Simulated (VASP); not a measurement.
# KI (Fm-3m) in VASP: single point with PBE

Aim: the single point of KI with PBE.

Program: VASP 6.6.1. These are calculated values, not measurements. Logs are shortened: lines on timing, memory, paths and dates and some standing lists are left out, and cuts for length are marked.

**What was measured.**

A printed reference work, monograph reports, for a bulk crystal of KI: band gap 6.32 eV.

How close the calculation comes is told below.

## Step 1: The cell of the first run

The structure is cubic, space group Fm-3m (No. 225). The conventional cell has a = 7.176 Å, b = 7.176 Å, c = 7.176 Å, α = 90.00°, β = 90.00°, γ = 90.00°. K (site symmetry m-3m) has 6 I at 3.59 Å within 4.7 Å. I (site symmetry m-3m) has 6 K at 3.59 Å within 4.7 Å.

## Step 2: Single point, PBE

The input, INCAR:

```
PREC = Accurate
ENCUT = 520
EDIFF = 1E-6
ISMEAR = 0
SIGMA = 0.02
LREAL = F
LASPH = T
NELM = 60
ALGO = Normal
ISIF = 2
LWAVE = F
LCHARG = T
GGA = PE
LELF = T
LVHAR = T
NBANDS = 15
```

The input, KPOINTS:

```
regular mesh
0
Gamma
  6 6 6
```

The input, POSCAR:

```
KI
1.0
    0.0000000000      3.5881823091      3.5881823091
    3.5881823091      0.0000000000      3.5881823091
    3.5881823091      3.5881823091      0.0000000000
K I
1 1
Direct
    0.0000000000      0.0000000000      0.0000000000
    0.5000000000      0.5000000000      0.5000000000
```

Potentials or basis: VASP PAW PBE potentials, release 64 (K_sv, I).

On the command line:

```
> cat potpaw_PBE.64/K_sv/POTCAR potpaw_PBE.64/I/POTCAR > POTCAR
> mpirun -np 1 vasp_std > vasp.out
```

OUTCAR:

```text
PREC = Accurate
   ENCUT = 520
   EDIFF = 1E-6
   ISMEAR = 0
   LREAL = F
   LASPH = T
   NELM = 60
   ISIF = 2
   GGA = PE

 ion  position               nearest neighbor table
   1  0.000  0.000  0.000-   2 3.59   2 3.59   2 3.59   2 3.59   2 3.59   2 3.59
   2  0.500  0.500  0.500-   1 3.59   1 3.59   1 3.59   1 3.59   1 3.59   1 3.59

  LATTYP: Found a face centered cubic cell.
 ALAT       =     7.1763646182

  Lattice vectors:

 A1 = (   0.0000000000,   3.5881823091,   3.5881823091)
 A2 = (   3.5881823091,   0.0000000000,   3.5881823091)
 A3 = (   3.5881823091,   3.5881823091,   0.0000000000)

Analysis of symmetry for initial positions (statically):
=====================================================================
 Subroutine PRICEL returns:
 Original cell was already a primitive cell.

 Routine SETGRP: Setting up the symmetry group for a
 face centered cubic supercell.

 Subroutine GETGRP returns: Found 48 space group operations
 (whereof 48 operations were pure point group operations)
 out of a pool of 48 trial point group operations.

The static configuration has the point symmetry O_h .

Analysis of symmetry for dynamics (positions and initial velocities):
=====================================================================
 Subroutine PRICEL returns:
 Original cell was already a primitive cell.

 Routine SETGRP: Setting up the symmetry group for a
 face centered cubic supercell.

 Subroutine GETGRP returns: Found 48 space group operations
 (whereof 48 operations were pure point group operations)
 out of a pool of 48 trial point group operations.

The dynamic configuration has the point symmetry O_h .

 Subroutine INISYM returns: Found 48 space group operations
 (whereof 48 operations are pure point group operations),
 and found     1 'primitive' translations

----------------------------------------------------------------------------------------

                                     Primitive cell

  volume of cell :      92.3961

  direct lattice vectors                    reciprocal lattice vectors
     0.000000000  3.588182309  3.588182309    -0.139346320  0.139346320  0.139346320
     3.588182309  0.000000000  3.588182309     0.139346320 -0.139346320  0.139346320
     3.588182309  3.588182309  0.000000000     0.139346320  0.139346320 -0.139346320

  length of vectors
     5.074456086  5.074456086  5.074456086     0.241354906  0.241354906  0.241354906

  position of ions in fractional coordinates (direct lattice)
     0.000000000  0.000000000  0.000000000
     0.500000000  0.500000000  0.500000000

  ion indices of the primitive-cell ions
   primitive index   ion index
                 1           1
                 2           2

----------------------------------------------------------------------------------------

 KPOINTS: regular mesh

Automatic generation of k-mesh.
 Grid dimensions read from file:
 generate k-points for:    6    6    6

 Generating k-lattice:

  Cartesian coordinates                     Fractional coordinates (reciprocal lattice)
    -0.023224387  0.023224387  0.023224387     0.166666667  0.000000000  0.000000000
     0.023224387 -0.023224387  0.023224387     0.000000000  0.166666667  0.000000000
     0.023224387  0.023224387 -0.023224387     0.000000000  0.000000000  0.166666667

  Length of vectors
     0.040225818  0.040225818  0.040225818

  Shift w.r.t. Gamma in fractional coordinates (k-lattice)
     0.000000000  0.000000000  0.000000000

 Subroutine IBZKPT returns following result:
 ===========================================

 Found     16 irreducible k-points:

 Following reciprocal coordinates:
            Coordinates               Weight
  0.000000  0.000000  0.000000      1.000000
  0.166667  0.000000  0.000000      8.000000
  0.333333  0.000000  0.000000      8.000000
  0.500000  0.000000  0.000000      4.000000
  0.166667  0.166667  0.000000      6.000000
  0.333333  0.166667  0.000000     24.000000
[... 8 lines left out ...]
 -0.333333  0.333333  0.166667     24.000000
 -0.333333  0.500000  0.166667     12.000000
   k-points           NKPTS =     16   k-points in BZ     NKDIM =     16   number of bands    NBANDS=     15
   number of dos      NEDOS =    301   number of ions     NIONS =      2
   total plane-waves  NPLWV =  64000
   dimension x,y,z NGX =    40 NGY =   40 NGZ =   40
   dimension x,y,z NGXF=    80 NGYF=   80 NGZF=   80
   ions per type =               1   1
   NGX,Y,Z   is equivalent  to a cutoff of  13.10, 13.10, 13.10 a.u.
   NGXF,Y,Z  is equivalent  to a cutoff of  26.21, 26.21, 26.21 a.u.
 SYSTEM =  unknown system
   PREC   = accura    normal or accurate (medium, high low for compatibility)
   ISTART =      0    job   : 0-new  1-cont  2-samecut
   ICHARG =      2    charge: 1-file 2-atom 10-const
   ISPIN  =      1    spin polarized calculation?
   LNONCOLLINEAR =      F non collinear calculations
   LSORBIT =      F    spin-orbit coupling
   LASPH  =      T    aspherical Exc in radial PAW
   ENCUT  =  520.0 eV  38.22 Ry    6.18 a.u.   9.44  9.44  9.44*2*pi/ulx,y,z
   NELM   =     60;   NELMIN=  2; NELMDL= -5     # of ELM steps
   EDIFF  = 0.1E-05   stopping-criterion for ELM
   LREAL  =      F    real-space projection
   EDIFFG = 0.1E-04   stopping-criterion for IOM
   NSW    =      0    number of steps for IOM
   IBRION =     -1    ionic relax: 0-MD 1-quasi-New 2-CG
   NFREE  =      0    steps in history (QN), initial steepest desc. (CG)
   ISIF   =      2    stress and relaxation
   ISYM   =      2    0-nonsym 1-usesym 2-fastsym
   POTIM  = 0.5000    time-step for ionic-motion
   TEBEG  =    0.0;   TEEND  =   0.0 temperature during run
   PSTRESS=    0.0 pullay stress
   NELECT =      16.0000    total number of electrons
   NUPDOWN=      -1.0000    fix difference up-down
   EMIN   =  10.00;   EMAX   =-10.00  energy-range for DOS
   EFERMI =   0.00;   METHOD = LEGACY
   ISMEAR =     0;   SIGMA  =   0.02  broadening in eV -4-tet -1-fermi 0-gaus
   EFERMI_NEDOS =   21; number of points for ismear=-14 and -15
   IALGO  =     38    algorithm
   IMIX   =      4    mixing-type and parameters
     AMIX     =   0.40;   BMIX     =  1.00
     AMIX_MAG =   1.60;   BMIX_MAG =  1.00
  volume/ion in A,a.u.               =      46.20       311.76
  Fermi-wavevector in a.u.,A,eV,Ry     =   0.912495  1.724365 11.328843  0.832646
  Thomas-Fermi vector in A             =   2.036897
   LORBIT       =      0    0 simple, 1 ext, 2 COOP (PROOUT), +10 PAW based schemes
   GGA     = PE    functional components
   LHFCALC =     F    Hartree Fock is set to
   AEXX    =    0.0000 exact exchange contribution
   IVDW    =     0    specifies the selected vdW correction
   LEPSILON=     F    determine dielectric tensor
   LRPA    =     F    only Hartree local field effects (RPA)
 non-spin polarized calculation
 Gauss-broadening in eV      SIGMA  =   0.02
  energy-cutoff  :      520.00
  volume of cell :       92.40
 maximum number of plane-waves:      2511
 NGX is ok and might be reduce to    40
   NGX = 19   NGY = 19   NGZ = 19

 number of electron      16.0000001 magnetization

 Free energy of the ion-electron system (eV)
  ---------------------------------------------------
  ext. energy  EPLUGINS =         0.00000000
  ---------------------------------------------------
  free energy    TOTEN  =        -5.56507529 eV

  energy without entropy =       -5.56507529  energy(sigma->0) =       -5.56507529

 E-fermi :  -0.4784     XC(G=0):  -6.9971

 val. band max:       -0.6498438713   @ k =   0.0000   0.0000   0.0000
 cond. band min:       3.2071436387   @ k =   0.0000   0.0000   0.0000
 fundamental gap:      3.8569875100
 Fermi energy:        -0.4784320067

 k-point     1 :       0.0000    0.0000    0.0000
  band No.  band energies     occupation
      1     -29.2375      2.00000
      2     -12.7194      2.00000
      3     -12.7194      2.00000
      4     -12.7194      2.00000
      5     -11.0853      2.00000
      6      -0.6498      2.00000
      7      -0.6498      2.00000
      8      -0.6498      2.00000
      9       3.2071      0.00000
     10       5.8615      0.00000
     11       5.8615      0.00000
     12       5.8615      0.00000
     13       6.5481      0.00000
     14       6.5481      0.00000
     15       9.0803      0.00000

 k-point     2 :       0.1667    0.0000    0.0000
  band No.  band energies     occupation
      1     -29.2371      2.00000
      2     -12.7493      2.00000
      3     -12.7199      2.00000
      4     -12.7199      2.00000
      5     -11.0281      2.00000
      6      -1.0335      2.00000
      7      -0.7298      2.00000
      8      -0.7298      2.00000
      9       3.8054      0.00000
     10       5.7683      0.00000
     11       6.1393      0.00000
     12       6.1393      0.00000
     13       6.8402      0.00000
     14       6.8402      0.00000
     15       9.9040      0.00000

 k-point     3 :       0.3333    0.0000    0.0000
  band No.  band energies     occupation
      1     -29.2363      2.00000
      2     -12.8044      2.00000
      3     -12.7210      2.00000
      4     -12.7210      2.00000
      5     -10.9170      2.00000
      6      -1.6219      2.00000
      7      -0.8790      2.00000
      8      -0.8790      2.00000
      9       4.6176      0.00000
     10       6.2522      0.00000
     11       6.8060      0.00000
     12       6.8060      0.00000
     13       7.6209      0.00000
     14       7.6209      0.00000
     15       8.8345      0.00000

 k-point     4 :       0.5000    0.0000    0.0000
  band No.  band energies     occupation
      1     -29.2359      2.00000
      2     -12.8300      2.00000
      3     -12.7215      2.00000
      4     -12.7215      2.00000
      5     -10.8628      2.00000
      6      -1.8663      2.00000
      7      -0.9489      2.00000
      8      -0.9489      2.00000
      9       4.8220      0.00000
     10       6.9148      0.00000
     11       7.3977      0.00000
     12       7.3977      0.00000
     13       7.9695      0.00000
     14       7.9695      0.00000
     15       8.4053      0.00000
[... 163 lines left out ...]
 k-point    14 :       0.5000    0.3333    0.1667
  band No.  band energies     occupation
      1     -29.2358      2.00000
      2     -12.7838      2.00000
      3     -12.7354      2.00000
      4     -12.7269      2.00000
      5     -10.9182      2.00000
      6      -1.5625      2.00000
      7      -1.0813      2.00000
      8      -0.9904      2.00000
      9       5.2489      0.00000
     10       5.4696      0.00000
     11       6.5111      0.00000
     12       7.6445      0.00000
     13       7.7916      0.00000
     14       8.0100      0.00000
     15       9.1301      0.00000

 k-point    15 :      -0.3333    0.3333    0.1667
  band No.  band energies     occupation
      1     -29.2356      2.00000
      2     -12.7833      2.00000
      3     -12.7391      2.00000
      4     -12.7313      2.00000
      5     -10.9030      2.00000
      6      -1.5410      2.00000
      7      -1.2374      2.00000
      8      -1.0531      2.00000
      9       5.5689      0.00000
     10       5.9176      0.00000
     11       6.2304      0.00000
     12       7.4636      0.00000
     13       7.9952      0.00000
     14       8.4476      0.00000
     15       9.0760      0.00000

 k-point    16 :      -0.3333    0.5000    0.1667
  band No.  band energies     occupation
      1     -29.2354      2.00000
      2     -12.7514      2.00000
      3     -12.7504      2.00000
      4     -12.7396      2.00000
      5     -10.9277      2.00000
      6      -1.4571      2.00000
      7      -1.1694      2.00000
      8      -1.1467      2.00000
      9       5.0403      0.00000
     10       5.6131      0.00000
     11       6.6702      0.00000
     12       7.5057      0.00000
     13       7.8051      0.00000
     14       8.8703      0.00000
     15       9.2375      0.00000

------------------------ aborting loop because EDIFF is reached ----------------------------------------

  FORCE on cell =-STRESS in cart. coord.  units (eV):
  Direction    XX          YY          ZZ          XY          YZ          ZX
  --------------------------------------------------------------------------------------
  -------------------------------------------------------------------------------------
  Total        0.0311056      0.0311056      0.0311056      0.0000000     -0.0000000     -0.0000000
  in kB        0.5393810      0.5393810      0.5393810      0.0000000     -0.0000000     -0.0000000
  external PRESSURE =       0.5393810 kB  Pullay stress =       0.0000000 kB

 VOLUME and BASIS-vectors are now :
 -----------------------------------------------------------------------------
  energy-cutoff  :      520.00
  volume of cell :       92.40
      direct lattice vectors                 reciprocal lattice vectors
     0.000000000  3.588182309  3.588182309    -0.139346320  0.139346320  0.139346320
     3.588182309  0.000000000  3.588182309     0.139346320 -0.139346320  0.139346320
     3.588182309  3.588182309  0.000000000     0.139346320  0.139346320 -0.139346320

 POSITION                                       TOTAL-FORCE (eV/Angst)
 -----------------------------------------------------------------------------------
      0.00000      0.00000      0.00000         0.000000     -0.000000      0.000000
      3.58818      3.58818      3.58818        -0.000000      0.000000     -0.000000
 -----------------------------------------------------------------------------------
    total drift:                                0.000000     -0.000000     -0.000000

  FREE ENERGIE OF THE ION-ELECTRON SYSTEM (eV)
  ---------------------------------------------------
  free  energy   TOTEN  =        -5.5650752944 eV

  energy  without entropy=       -5.5650752944  energy(sigma->0) =       -5.56507529
```

It took 39 s on 1 thread of Intel Xeon 8259CL, shared host; peak memory 0.24 GiB.

Results:

* Free energy: -5.5651 eV
* Pressure: 0.1 GPa
* Band gap on the k mesh: 3.86 eV

Caveat: spin-orbit coupling is left out, which moves the levels of the heavy elements.

## Step 3: How close it comes

Step 2. A measured gap of KI is 6.32 eV (a printed reference work, monograph); the calculated 3.86 eV misses it by -2.46 eV. Spin-orbit coupling on I is left out. The value is that of PBE, without temperature or zero-point motion. Semilocal functionals fall short of measured gaps as a rule.
